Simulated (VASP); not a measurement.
# Si (C2/m) in VASP: further runs

Runs on Si. Level: PBE. Tasks: single point.

Program: VASP 6.6.1. These are calculated values, not measurements. Logs are shortened: lines on timing, memory, paths and dates and some standing lists are left out, and cuts for length are marked.

## Step 1: The cell of the first run

Symmetry: C2/m, No. 12, monoclinic system. The conventional cell has a = 4.239 Å, b = 3.223 Å, c = 2.888 Å, α = 90.00°, β = 128.92°, γ = 90.00°. Around Si (site symmetry 2/m) lie 10 Si at 2.66 to 2.89 Å.

This isn't the form of Si at room conditions, which is diamond.

## Step 2: Single point, PBE (strained and moved within a subgroup)

INCAR

```
ALGO     = Fast           # electronic algorithm
EDIFF    = 1E-6           # SCF threshold, eV
ENCUT    = 520            # plane-wave cutoff, eV
GGA      = PE             # functional
ISIF     = 2              # what is computed and relaxed
ISMEAR   = 0              # smearing method
LASPH    = T              # aspherical terms in the spheres
LCHARG   = T              # write CHGCAR
LELF     = T              # ELF
LREAL    = F              # projectors in reciprocal space
LVHAR    = T            
LWAVE    = F              # write WAVECAR
NBANDS   = 8              # bands
NELM     = 100            # most SCF steps
PREC     = Accurate       # precision mode
SIGMA    = 0.1            # smearing width, eV
```

KPOINTS

```
k-points
0
Gamma
  18 18 18
```

POSCAR

```
Si
1.0
   -1.6117032754      1.6043274209      1.3847581419
    1.6117032754     -1.6988630381      1.5012452509
    1.6117032754      1.6988630381     -1.5012452509
Si
1
Direct
    0.0000000000      0.0000000000      0.0000000000
```

Potentials or basis: VASP PAW PBE potentials, release 64 (Si).

The run is started by

```bash
> cat potpaw_PBE.64/Si/POTCAR > POTCAR
> mpirun -np 1 vasp_std > vasp.out
```

OUTCAR:

```text
EDIFF = 1E-6
   ENCUT = 520
   GGA = PE
   ISIF = 2
   ISMEAR = 0
   LASPH = T
   LREAL = F
   NELM = 100
   PREC = Accurate

 ion  position               nearest neighbor table
   1  0.000  0.000  0.000-

  LATTYP: Found a base centered monoclinic cell.
 ALAT       =     4.2385948544
 B/A-ratio  =     0.7604894220
 C/A-ratio  =     0.6812520207
 COS(beta)  =    -0.6282703346

  Lattice vectors:

 A1 = (  -1.6117032754,  -1.6043274209,  -1.3847581419)
 A2 = (   1.6117032754,  -1.6043274209,  -1.3847581419)
 A3 = (   0.0000000000,  -0.0945356172,   2.8860033928)

Analysis of symmetry for initial positions (statically):
=====================================================================
 Subroutine PRICEL returns:
 Original cell was already a primitive cell.

 Routine SETGRP: Setting up the symmetry group for a
 base centered monoclinic supercell.

 Subroutine GETGRP returns: Found  4 space group operations
 (whereof  4 operations were pure point group operations)
 out of a pool of  4 trial point group operations.

The static configuration has the point symmetry C_2h.

Analysis of symmetry for dynamics (positions and initial velocities):
=====================================================================
 Subroutine PRICEL returns:
 Original cell was already a primitive cell.

 Routine SETGRP: Setting up the symmetry group for a
 base centered monoclinic supercell.

 Subroutine GETGRP returns: Found  4 space group operations
 (whereof  4 operations were pure point group operations)
 out of a pool of  4 trial point group operations.

The dynamic configuration has the point symmetry C_2h.

 Subroutine INISYM returns: Found  4 space group operations
 (whereof  4 operations are pure point group operations),
 and found     1 'primitive' translations

----------------------------------------------------------------------------------------

                                     Primitive cell

  volume of cell :      15.3466

  direct lattice vectors                    reciprocal lattice vectors
    -1.611703275  1.604327421  1.384758142     0.000000000  0.315321192  0.356828785
     1.611703275 -1.698863038  1.501245251     0.310230802  0.012233462  0.346900666
     1.611703275  1.698863038 -1.501245251     0.310230802  0.303087730  0.009928119

  length of vectors
     2.662519302  2.781629086  2.781629086     0.476187186  0.465545787  0.433824723

  position of ions in fractional coordinates (direct lattice)
     0.000000000  0.000000000  0.000000000

  ion indices of the primitive-cell ions
   primitive index   ion index
                 1           1

----------------------------------------------------------------------------------------

 KPOINTS: k-points

Automatic generation of k-mesh.
 Grid dimensions read from file:
 generate k-points for:   18   18   18

 Generating k-lattice:

  Cartesian coordinates                     Fractional coordinates (reciprocal lattice)
     0.000000000  0.017517844  0.019823821     0.055555556  0.000000000  0.000000000
     0.017235045  0.000679637  0.019272259     0.000000000  0.055555556  0.000000000
     0.017235045  0.016838207  0.000551562    -0.000000000  0.000000000  0.055555556

  Length of vectors
     0.026454844  0.025863655  0.024101373

  Shift w.r.t. Gamma in fractional coordinates (k-lattice)
     0.000000000  0.000000000  0.000000000

 Subroutine IBZKPT returns following result:
 ===========================================

 Found   1550 irreducible k-points:

 Following reciprocal coordinates:
            Coordinates               Weight
  0.000000  0.000000  0.000000      1.000000
  0.055556  0.000000  0.000000      2.000000
  0.111111  0.000000  0.000000      2.000000
  0.166667  0.000000 -0.000000      2.000000
  0.222222  0.000000 -0.000000      2.000000
  0.277778 -0.000000  0.000000      2.000000
[... 16 lines left out ...]
 -0.333333  0.055556  0.000000      4.000000
 -0.277778  0.055556  0.000000      4.000000
 [... further k-points ...]
   k-points           NKPTS =   1550   k-points in BZ     NKDIM =   1550   number of bands    NBANDS=      8
   number of dos      NEDOS =    301   number of ions     NIONS =      1
   total plane-waves  NPLWV =  11520
   dimension x,y,z NGX =    20 NGY =   24 NGZ =   24
   dimension x,y,z NGXF=    40 NGYF=   48 NGZF=   48
   ions per type =               1
   NGX,Y,Z   is equivalent  to a cutoff of  12.49, 14.34, 14.34 a.u.
   NGXF,Y,Z  is equivalent  to a cutoff of  24.98, 28.69, 28.69 a.u.
 SYSTEM =  unknown system
   PREC   = accura    normal or accurate (medium, high low for compatibility)
   ISTART =      0    job   : 0-new  1-cont  2-samecut
   ICHARG =      2    charge: 1-file 2-atom 10-const
   ISPIN  =      1    spin polarized calculation?
   LNONCOLLINEAR =      F non collinear calculations
   LSORBIT =      F    spin-orbit coupling
   LASPH  =      T    aspherical Exc in radial PAW
   ENCUT  =  520.0 eV  38.22 Ry    6.18 a.u.   4.95  5.17  5.17*2*pi/ulx,y,z
   NELM   =    100;   NELMIN=  2; NELMDL= -5     # of ELM steps
   EDIFF  = 0.1E-05   stopping-criterion for ELM
   LREAL  =      F    real-space projection
   EDIFFG = 0.1E-04   stopping-criterion for IOM
   NSW    =      0    number of steps for IOM
   IBRION =     -1    ionic relax: 0-MD 1-quasi-New 2-CG
   NFREE  =      0    steps in history (QN), initial steepest desc. (CG)
   ISIF   =      2    stress and relaxation
   ISYM   =      2    0-nonsym 1-usesym 2-fastsym
   POTIM  = 0.5000    time-step for ionic-motion
   TEBEG  =    0.0;   TEEND  =   0.0 temperature during run
   PSTRESS=    0.0 pullay stress
   NELECT =       4.0000    total number of electrons
   NUPDOWN=      -1.0000    fix difference up-down
   EMIN   =  10.00;   EMAX   =-10.00  energy-range for DOS
   EFERMI =   0.00;   METHOD = LEGACY
   ISMEAR =     0;   SIGMA  =   0.10  broadening in eV -4-tet -1-fermi 0-gaus
   EFERMI_NEDOS =   21; number of points for ismear=-14 and -15
   IALGO  =     68    algorithm
   IMIX   =      4    mixing-type and parameters
     AMIX     =   0.40;   BMIX     =  1.00
     AMIX_MAG =   1.60;   BMIX_MAG =  1.00
  volume/ion in A,a.u.               =      15.35       103.56
  Fermi-wavevector in a.u.,A,eV,Ry     =   1.045740  1.976162 14.878947  1.093572
  Thomas-Fermi vector in A             =   2.180548
   LORBIT       =      0    0 simple, 1 ext, 2 COOP (PROOUT), +10 PAW based schemes
   GGA     = PE    functional components
   LHFCALC =     F    Hartree Fock is set to
   AEXX    =    0.0000 exact exchange contribution
   IVDW    =     0    specifies the selected vdW correction
   LEPSILON=     F    determine dielectric tensor
   LRPA    =     F    only Hartree local field effects (RPA)
 non-spin polarized calculation
 RMM-DIIS sequential band-by-band and
 Gauss-broadening in eV      SIGMA  =   0.10
  energy-cutoff  :      520.00
  volume of cell :       15.35
 maximum number of plane-waves:       426
   NGX =  9   NGY = 11   NGZ = 11

 number of electron       4.0000000 magnetization

 Free energy of the ion-electron system (eV)
  ---------------------------------------------------
  ext. energy  EPLUGINS =         0.00000000
  ---------------------------------------------------
  free energy    TOTEN  =        -4.91263073 eV

  energy without entropy =       -4.91027452  energy(sigma->0) =       -4.91145263

 E-fermi :   9.3017     XC(G=0): -10.9536

 val. band max:        9.3016514279   @ k =  -0.3333   0.2222   0.0556
 cond. band min:       9.3026490301   @ k =  -0.2778  -0.3889   0.2778
 fundamental gap:      0.0009976021
 Fermi energy:         9.3016642267

 k-point     1 :       0.0000    0.0000    0.0000
  band No.  band energies     occupation
      1      -4.5143      2.00000
      2      19.1859      0.00000
      3      19.4586      0.00000
      4      19.7988      0.00000
      5      20.8789      0.00000
      6      21.8767      0.00000
      7      23.1890      0.00000
      8      23.7289      0.00000

 k-point     2 :       0.0556    0.0000    0.0000
  band No.  band energies     occupation
      1      -4.4126      2.00000
      2      18.3085      0.00000
      3      18.9301      0.00000
      4      20.3890      0.00000
      5      20.9205      0.00000
      6      22.1733      0.00000
      7      22.8725      0.00000
      8      23.3179      0.00000

 k-point     3 :       0.1111    0.0000    0.0000
  band No.  band energies     occupation
      1      -4.1078      2.00000
      2      17.1420      0.00000
      3      18.2444      0.00000
      4      19.0926      0.00000
      5      20.9678      0.00000
      6      22.0359      0.00000
      7      23.3845      0.00000
      8      23.4092      0.00000

 k-point     4 :       0.1667    0.0000   -0.0000
  band No.  band energies     occupation
      1      -3.6007      2.00000
      2      16.1335      0.00000
      3      16.5820      0.00000
      4      18.0069      0.00000
      5      19.9442      0.00000
      6      21.2669      0.00000
      7      24.1403      0.00000
      8      24.4498      0.00000

 k-point     5 :       0.2222    0.0000   -0.0000
  band No.  band energies     occupation
      1      -2.8928      2.00000
      2      14.2644      0.00000
      3      15.2902      0.00000
      4      17.3642      0.00000
      5      18.8793      0.00000
      6      20.3972      0.00000
      7      24.0385      0.00000
      8      25.5167      0.00000

 k-point     6 :       0.2778   -0.0000    0.0000
  band No.  band energies     occupation
      1      -1.9860      2.00000
      2      11.8897      0.00000
      3      14.6114      0.00000
      4      16.8548      0.00000
      5      17.9448      0.00000
      6      19.5564      0.00000
      7      24.2213      0.00000
      8      26.8285      0.00000

 k-point     7 :       0.3333    0.0000    0.0000
  band No.  band energies     occupation
      1      -0.8832      2.00000
      2       9.5932      0.00004
      3      14.0933      0.00000
      4      16.4649      0.00000
      5      17.1891      0.00000
      6      18.8336      0.00000
      7      24.6628      0.00000
      8      28.2625      0.00000
[... 133 lines left out ...]
 k-point    20 :       0.5000    0.0556   -0.0000
  band No.  band energies     occupation
      1       2.6626      2.00000
      2       4.6497      2.00000
      3      12.8070      0.00000
      4      14.9727      0.00000
      5      17.2276      0.00000
      6      18.6972      0.00000
      7      26.3444      0.00000
      8      28.9467      0.00000

 k-point    21 :      -0.4444    0.0556    0.0000
  band No.  band energies     occupation
      1       1.0990      2.00000
      2       6.5906      2.00000
      3      12.8521      0.00000
      4      15.2340      0.00000
      5      17.3141      0.00000
      6      19.0630      0.00000
      7      26.5219      0.00000
      8      29.0404      0.00000

 k-point    22 :      -0.3889    0.0556    0.0000
  band No.  band energies     occupation
      1      -0.2787      2.00000
      2       8.6930      2.00000
      3      13.0640      0.00000
      4      15.6424      0.00000
      5      17.6113      0.00000
      6      19.5878      0.00000
      7      26.0546      0.00000
      8      27.9684      0.00000

 k-point    23 :      -0.3333    0.0556    0.0000
  band No.  band energies     occupation
      1      -1.4655      2.00000
      2      10.9360      0.00000
      3      13.4491      0.00000
      4      16.1749      0.00000
      5      18.1336      0.00000
      6      20.2405      0.00000
      7      25.5438      0.00000
      8      26.5416      0.00000

 k-point    24 :      -0.2778    0.0556    0.0000
  band No.  band energies     occupation
      1      -2.4576      2.00000
      2      13.2647      0.00000
      3      14.0295      0.00000
      4      16.8107      0.00000
      5      18.8846      0.00000
      6      20.9630      0.00000
      7      25.0315      0.00000
      8      25.4279      0.00000

 [... further k-points ...]

------------------------ aborting loop because EDIFF is reached ----------------------------------------

  FORCE on cell =-STRESS in cart. coord.  units (eV):
  Direction    XX          YY          ZZ          XY          YZ          ZX
  --------------------------------------------------------------------------------------
  -------------------------------------------------------------------------------------
  Total       -0.2120037     -0.4530876     -0.5748214      0.0000000     -0.0838512      0.0000000
  in kB      -22.1330063    -47.3019605    -60.0108739      0.0000000     -8.7539931      0.0000000
  external PRESSURE =     -43.1486136 kB  Pullay stress =       0.0000000 kB

 VOLUME and BASIS-vectors are now :
 -----------------------------------------------------------------------------
  energy-cutoff  :      520.00
  volume of cell :       15.35
      direct lattice vectors                 reciprocal lattice vectors
    -1.611703275  1.604327421  1.384758142     0.000000000  0.315321192  0.356828785
     1.611703275 -1.698863038  1.501245251     0.310230802  0.012233462  0.346900666
     1.611703275  1.698863038 -1.501245251     0.310230802  0.303087730  0.009928119

 POSITION                                       TOTAL-FORCE (eV/Angst)
 -----------------------------------------------------------------------------------
      0.00000      0.00000      0.00000         0.000000      0.000000      0.000000
 -----------------------------------------------------------------------------------
    total drift:                                0.000000      0.000000      0.000000

  FREE ENERGIE OF THE ION-ELECTRON SYSTEM (eV)
  ---------------------------------------------------
  free  energy   TOTEN  =        -4.9126307300 eV

  energy  without entropy=       -4.9102745242  energy(sigma->0) =       -4.91145263
```

Run time: 88 s. Hardware: 1 thread of AMD EPYC 9R45 (Zen 5), shared host; peak memory 0.24 GiB.

Results:

- Free energy: -4.9126 eV
- Pressure: -4.3 GPa
- Band gap on the k mesh: none (metal or under the smearing width)

Stress tensor (GPa, compression positive):
```
-2.21  0.00  0.00
 0.00 -4.73 -0.88
 0.00 -0.88 -6.00
```

## Step 3: Single point, PBE (strained and moved within the space group)

INCAR

```
PREC     = Accurate       # precision mode
ENCUT    = 520            # plane-wave cutoff, eV
EDIFF    = 1E-7           # SCF threshold, eV
ISMEAR   = 0              # smearing method
SIGMA    = 0.1            # smearing width, eV
LREAL    = False          # projectors in reciprocal space
LASPH    = True           # aspherical terms in the spheres
NELM     = 100            # most SCF steps
ALGO     = Fast           # electronic algorithm
ISIF     = 2              # what is computed and relaxed
LWAVE    = False          # write WAVECAR
LCHARG   = True           # write CHGCAR
GGA      = PE             # functional
LELF     = True           # ELF
LVHAR    = True         
NBANDS   = 8              # bands
```

KPOINTS

```
regular mesh
0
Gamma
  20 20 20
```

POSCAR

```
Si
1.0
   -1.6946108602      1.6946108602      1.3554638273
    1.6946108602     -1.6946108602      1.3554638273
    1.6946108602      1.6946108602     -1.3554638273
Si
1
Direct
    0.0000000000      0.0000000000      0.0000000000
```

Potentials or basis: VASP PAW PBE potentials, release 64 (Si).

The run is started by

```bash
> cat potpaw_PBE.64/Si/POTCAR > POTCAR
> mpirun -np 1 vasp_std > vasp.out
```

OUTCAR:

```text
PREC = Accurate
   ENCUT = 520
   EDIFF = 1E-7
   ISMEAR = 0
   LREAL = False
   LASPH = True
   NELM = 100
   ISIF = 2
   GGA = PE

 ion  position               nearest neighbor table
   1  0.000  0.000  0.000-

  LATTYP: Found a body centered tetragonal cell.
 ALAT       =     3.3892217204
 C/A-ratio  =     0.7998673083

  Lattice vectors:

 A1 = (  -1.6946108602,   1.6946108602,   1.3554638273)
 A2 = (   1.6946108602,  -1.6946108602,   1.3554638273)
 A3 = (   1.6946108602,   1.6946108602,  -1.3554638273)
[... 444 lines left out ...]
      8      28.6716      0.00000

 [... further k-points ...]

------------------------ aborting loop because EDIFF is reached ----------------------------------------

  FORCE on cell =-STRESS in cart. coord.  units (eV):
  Direction    XX          YY          ZZ          XY          YZ          ZX
  --------------------------------------------------------------------------------------
  -------------------------------------------------------------------------------------
  Total       -0.4615306     -0.4615306     -0.6313995      0.0000000      0.0000000      0.0000000
  in kB      -47.4923003    -47.4923003    -64.9721037      0.0000000      0.0000000      0.0000000
  external PRESSURE =     -53.3189014 kB  Pullay stress =       0.0000000 kB

 VOLUME and BASIS-vectors are now :
 -----------------------------------------------------------------------------
  energy-cutoff  :      520.00
  volume of cell :       15.57
      direct lattice vectors                 reciprocal lattice vectors
    -1.694610860  1.694610860  1.355463827     0.000000000  0.295052989  0.368877420
     1.694610860 -1.694610860  1.355463827     0.295052989  0.000000000  0.368877420
     1.694610860  1.694610860 -1.355463827     0.295052989  0.295052989  0.000000000

 POSITION                                       TOTAL-FORCE (eV/Angst)
 -----------------------------------------------------------------------------------
      0.00000      0.00000      0.00000         0.000000      0.000000      0.000000
 -----------------------------------------------------------------------------------
    total drift:                                0.000000     -0.000000      0.000000

  FREE ENERGIE OF THE ION-ELECTRON SYSTEM (eV)
  ---------------------------------------------------
  free  energy   TOTEN  =        -4.9209017220 eV

  energy  without entropy=       -4.9186957424  energy(sigma->0) =       -4.91979873
```

Wall time 33 s (1 thread of AMD EPYC 9R45 (Zen 5), shared host); peak memory 0.15 GiB.

What came out:

```yaml
Free_energy: -4.9209 eV
Pressure: -5.3 GPa
Band_gap_on_the_k_mesh: none (metal or under the smearing width)
```

Stress tensor (GPa, compression positive):
```
-4.75  0.00  0.00
 0.00 -4.75  0.00
 0.00  0.00 -6.50
```
